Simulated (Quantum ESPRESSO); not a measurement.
# SiC (Moissanite) (P6_3mc) in Quantum ESPRESSO: equation of state, part 2 of 2

Quantum ESPRESSO 7.5.

### Step 5. Single point, PBE, 10.34 Å³/atom

pw.in reads:

```
&CONTROL
  calculation = 'scf'
  prefix = 'pwscf'
  outdir = './tmp'
  pseudo_dir = './pseudo'
  tprnfor = .true.
  tstress = .true.
  disk_io = 'nowf'
/
&SYSTEM
  ibrav = 0
  nat = 4
  ntyp = 2
  ecutwfc = 55
  ecutrho = 440
  nbnd = 14
  occupations = 'smearing'
  smearing = 'fd'
  degauss = 0.00367493
/
&ELECTRONS
  conv_thr = 8d-10
  electron_maxstep = 120
  mixing_beta = 0.5
/
ATOMIC_SPECIES
Si    28.0850 Si.pbe-n-rrkjus_psl.1.0.0.UPF
C     12.0110 C.pbe-n-kjpaw_psl.1.0.0.UPF
CELL_PARAMETERS angstrom
   3.0760000000    0.0000000000    0.0000000000
  -1.5380000000    2.6638941420    0.0000000000
   0.0000000000    0.0000000000    5.0480000000
ATOMIC_POSITIONS crystal
Si     0.6666666667    0.3333333333    0.5000000000
Si     0.3333333333    0.6666666667    0.0000000000
C      0.6666666667    0.3333333333    0.8850000000
C      0.3333333333    0.6666666667    0.3850000000
K_POINTS automatic
10 10 5 0 0 0
```

Potentials or basis: SSSP 1.3 efficiency PBE.

Command:

```bash
> OMP_NUM_THREADS=1 pw.x -in pw.in > pw.out
```

pw.out:

```text
This program is part of the open-source Quantum ESPRESSO suite
     for quantum simulation of materials; please cite
         "P. Giannozzi et al., J. Phys.:Condens. Matter 21 395502 (2009);
         "P. Giannozzi et al., J. Phys.:Condens. Matter 29 465901 (2017);
         "P. Giannozzi et al., J. Chem. Phys. 152 154105 (2020);
     in publications or presentations arising from this work. More details at

     file C.pbe-n-kjpaw_psl.1.0.0.UPF: wavefunction(s)  2S 2P renormalized
     Message from routine setup:
     using ibrav=0 with symmetry is DISCOURAGED, use correct ibrav instead

     G-vector sticks info
     --------------------
     sticks:   dense  smooth     PW     G-vecs:    dense   smooth      PW
     Sum        1027     511    151                43629    15375    2539

     Using Slab Decomposition

     bravais-lattice index     =            0
     lattice parameter (alat)  =       5.8128  a.u.
     unit-cell volume          =     279.1382 (a.u.)^3
     number of atoms/cell      =            4
     number of atomic types    =            2
     number of electrons       =        16.00
     number of Kohn-Sham states=           14
     kinetic-energy cutoff     =      55.0000  Ry
     charge density cutoff     =     440.0000  Ry
     scf convergence threshold =      8.0E-10
     mixing beta               =       0.5000
     number of iterations used =            8  plain     mixing
     Exchange-correlation= SLA  PW   PBX  PBC
                           (   1   4   3   4   0   0   0)

     celldm(1)=   5.812798  celldm(2)=   0.000000  celldm(3)=   0.000000
     celldm(4)=   0.000000  celldm(5)=   0.000000  celldm(6)=   0.000000

     crystal axes: (cart. coord. in units of alat)
               a(1) = (   1.000000   0.000000   0.000000 )
               a(2) = (  -0.500000   0.866025   0.000000 )
               a(3) = (   0.000000   0.000000   1.641092 )

     reciprocal axes: (cart. coord. in units 2 pi/alat)
               b(1) = (  1.000000  0.577350 -0.000000 )
               b(2) = (  0.000000  1.154701  0.000000 )
               b(3) = (  0.000000 -0.000000  0.609350 )

     PseudoPot. # 1 for Si read from file:
     Si.pbe-n-rrkjus_psl.1.0.0.UPF
     Pseudo is Ultrasoft + core correction, Zval =  4.0
     Generated using "atomic" code by A. Dal Corso  v.5.1
     Using radial grid of 1141 points,  6 beta functions with:
                l(1) =   0
                l(2) =   0
                l(3) =   1
                l(4) =   1
                l(5) =   2
                l(6) =   2
     Q(r) pseudized with 0 coefficients

     PseudoPot. # 2 for C  read from file:
     C.pbe-n-kjpaw_psl.1.0.0.UPF
     Pseudo is Projector augmented-wave + core cor, Zval =  4.0
     Generated using "atomic" code by A. Dal Corso  v.5.1
     Shape of augmentation charge: PSQ
     Using radial grid of 1073 points,  4 beta functions with:
                l(1) =   0
                l(2) =   0
                l(3) =   1
                l(4) =   1
     Q(r) pseudized with 0 coefficients

     atomic species   valence    mass     pseudopotential
     Si                4.00    28.08500     Si( 1.00)
     C                 4.00    12.01100     C ( 1.00)

     12 Sym. Ops. (no inversion) found ( 6 have fractional translation)

   Cartesian axes

     site n.     atom                  positions (alat units)
         1        Si     tau(   1) = (   0.5000000   0.2886751   0.8205462  )
         2        Si     tau(   2) = (  -0.0000000   0.5773503   0.0000000  )
         3        C      tau(   3) = (   0.5000000   0.2886751   1.4523667  )
         4        C      tau(   4) = (  -0.0000000   0.5773503   0.6318205  )

     number of k points=    42  Fermi-Dirac smearing, width (Ry)=  0.0037
                       cart. coord. in units 2pi/alat
        k(    1) = (   0.0000000   0.0000000   0.0000000), wk =   0.0040000
        k(    2) = (   0.0000000   0.0000000   0.1218700), wk =   0.0080000
        k(    3) = (   0.0000000   0.0000000   0.2437401), wk =   0.0080000
        k(    4) = (   0.0000000   0.1154701   0.0000000), wk =   0.0240000
        k(    5) = (   0.0000000   0.1154701   0.1218700), wk =   0.0480000
        k(    6) = (   0.0000000   0.1154701   0.2437401), wk =   0.0480000
[... 34 lines left out ...]
        k(   41) = (   0.3000000   0.5196152   0.1218700), wk =   0.0480000
        k(   42) = (   0.3000000   0.5196152   0.2437401), wk =   0.0480000

     Dense  grid:    43629 G-vectors     FFT dimensions: (  40,  40,  64)

     Smooth grid:    15375 G-vectors     FFT dimensions: (  27,  27,  48)

     Initial potential from superposition of free atoms

     starting charge      15.9988, renormalised to      16.0000
     Starting wfcs are   16 randomized atomic wfcs

     Self-consistent Calculation

     iteration #  1     ecut=    55.00 Ry     beta= 0.50
     Davidson diagonalization with overlap
     ethr =  1.00E-02,  avg # of iterations =  3.0

     total energy              =     -59.56328195 Ry
     estimated scf accuracy    <       0.88355946 Ry
[... 57 lines left out ...]
     iteration # 10     ecut=    55.00 Ry     beta= 0.50
     Davidson diagonalization with overlap
     ethr =  9.73E-12,  avg # of iterations =  2.3

     End of self-consistent calculation

          k = 0.0000 0.0000 0.0000 (  1919 PWs)   bands (ev):

    -5.9592  -2.4577   1.0733   8.2143   8.2143   9.4969   9.4969   9.7737
    14.3957  15.8006  16.2753  16.2753  17.3230  18.4723
[... 203 lines left out ...]
    -1.4815  -1.1380   1.8249   2.1390   3.7660   4.5410   7.5402   7.9846
    14.5107  14.6325  15.4361  16.6579  19.4633  19.8630

     the Fermi energy is    10.7951 ev

!    total energy              =     -59.78237385 Ry
     estimated scf accuracy    <          5.5E-12 Ry
     smearing contrib. (-TS)   =      -0.00000000 Ry
     internal energy E=F+TS    =     -59.78237385 Ry

     The total energy is F=E-TS. E is the sum of the following terms:
     one-electron contribution =      11.54762281 Ry
     hartree contribution      =       4.74570853 Ry
     xc contribution           =     -21.95584235 Ry
     ewald contribution        =     -41.78918921 Ry
     one-center paw contrib.   =     -12.33067363 Ry

     convergence has been achieved in  10 iterations

     Forces acting on atoms (cartesian axes, Ry/au):

     atom    1 type  1   force =     0.00000000    0.00000000    0.02946897
     atom    2 type  1   force =     0.00000000   -0.00000000    0.02946897
     atom    3 type  2   force =     0.00000000   -0.00000000   -0.02946897
     atom    4 type  2   force =     0.00000000    0.00000000   -0.02946897

     Total force =     0.058938     Total SCF correction =     0.000000

     Computing stress (Cartesian axis) and pressure

          total   stress  (Ry/bohr**3)                   (kbar)     P=       39.03
   0.00037650   0.00000000  -0.00000000           55.38        0.00       -0.00
   0.00000000   0.00037650  -0.00000000            0.00       55.38       -0.00
   0.00000000   0.00000000   0.00004301            0.00        0.00        6.33

=------------------------------------------------------------------------------=
   JOB DONE.
=------------------------------------------------------------------------------=
```

Run time: 27 s. Hardware: 1 thread of Arm Neoverse V1, shared host; peak memory 0.21 GiB.

Results:

* Free energy: -813.3806 eV
* Pressure: 3.9 GPa
* Largest force: 0.758 eV/Å
* Band gap on the k mesh: 2.48 eV, indirect (least direct gap 4.08 eV)

Caveat: an odd mesh through Γ misses points on the zone boundary, where band edges often lie.

### Step 6. Single point, PBE, 10.55 Å³/atom

pw.in: that of step 5 with these lines changed.

```diff
@@ -29,5 +29,5 @@
 CELL_PARAMETERS angstrom
-   3.0760000000    0.0000000000    0.0000000000
-  -1.5380000000    2.6638941420    0.0000000000
-   0.0000000000    0.0000000000    5.0480000000
+   3.0963714546    0.0000000000    0.0000000000
+  -1.5481857273    2.6815363392    0.0000000000
+   0.0000000000    0.0000000000    5.0814314379
 ATOMIC_POSITIONS crystal
```

Potentials or basis: SSSP 1.3 efficiency PBE.

Command:

```bash
> OMP_NUM_THREADS=1 pw.x -in pw.in > pw.out
```

Wall time 27 s (1 thread of Arm Neoverse V1, shared host); peak memory 0.21 GiB.

The run converged. Its results:

```yaml
Free_energy: -813.3897 eV
Pressure: -0.5 GPa
Largest_force: 0.726 eV/Å
Band_gap_on_the_k_mesh: 2.51 eV, indirect (least direct gap 4.04 eV)
```

Caveat: an odd mesh through Γ misses points on the zone boundary, where band edges often lie.

### Step 7. Single point, PBE, 10.75 Å³/atom

pw.in: that of step 6 with these lines changed.

```diff
@@ -29,5 +29,5 @@
 CELL_PARAMETERS angstrom
-   3.0963714546    0.0000000000    0.0000000000
-  -1.5481857273    2.6815363392    0.0000000000
-   0.0000000000    0.0000000000    5.0814314379
+   3.1164783262    0.0000000000    0.0000000000
+  -1.5582391631    2.6989494007    0.0000000000
+   0.0000000000    0.0000000000    5.1144286705
 ATOMIC_POSITIONS crystal
```

Command:

```bash
> OMP_NUM_THREADS=1 pw.x -in pw.in > pw.out
```

Run time: 28 s. Hardware: 1 thread of Arm Neoverse V1, shared host; peak memory 0.22 GiB.

Results (log left out):

```
Free energy            : -813.3774 eV
Pressure               : -4.4 GPa
Largest force          : 0.697 eV/Å
Band gap on the k mesh : 2.52 eV, indirect (least direct gap 4.00 eV)
```

Caveat: an odd mesh through Γ misses points on the zone boundary, where band edges often lie.

### Step 8. Single point, PBE, 10.96 Å³/atom

pw.in: that of step 7 with these lines changed.

```diff
@@ -29,5 +29,5 @@
 CELL_PARAMETERS angstrom
-   3.1164783262    0.0000000000    0.0000000000
-  -1.5582391631    2.6989494007    0.0000000000
-   0.0000000000    0.0000000000    5.1144286705
+   3.1363290418    0.0000000000    0.0000000000
+  -1.5681645209    2.7161406248    0.0000000000
+   0.0000000000    0.0000000000    5.1470055276
 ATOMIC_POSITIONS crystal
```

Command:

```bash
> OMP_NUM_THREADS=1 pw.x -in pw.in > pw.out
```

Wall time 28 s (1 thread of Arm Neoverse V1, shared host); peak memory 0.22 GiB.

The run converged. Its results:

```yaml
Free_energy: -813.3456 eV
Pressure: -8.0 GPa
Largest_force: 0.669 eV/Å
Band_gap_on_the_k_mesh: 2.48 eV, indirect (least direct gap 3.96 eV)
```

Caveat: an odd mesh through Γ misses points on the zone boundary, where band edges often lie.

### Step 9. Equation of state, PBE

Potentials or basis: SSSP 1.3 efficiency PBE.

No new run: the results of the series are fitted here.

What came out:

```yaml
Equilibrium_volume: 10.53 Å³/atom
Bulk_modulus_at_fixed_shape_and_positions: 213 GPa
Pressure_derivative_of_the_bulk_modulus: 3.9
```

Energy against volume, from the lowest point:
```tsv
volume (Å³/atom)	energy (meV/atom)
9.721	47.07
9.927	25.18
10.134	10.47
10.341	2.27
10.548	0.00
10.755	3.08
10.961	11.03
```

Caveat: the cell was scaled at fixed shape and fractional positions, which overstates the stiffness of a crystal with free parameters, most of all of layers and chains.
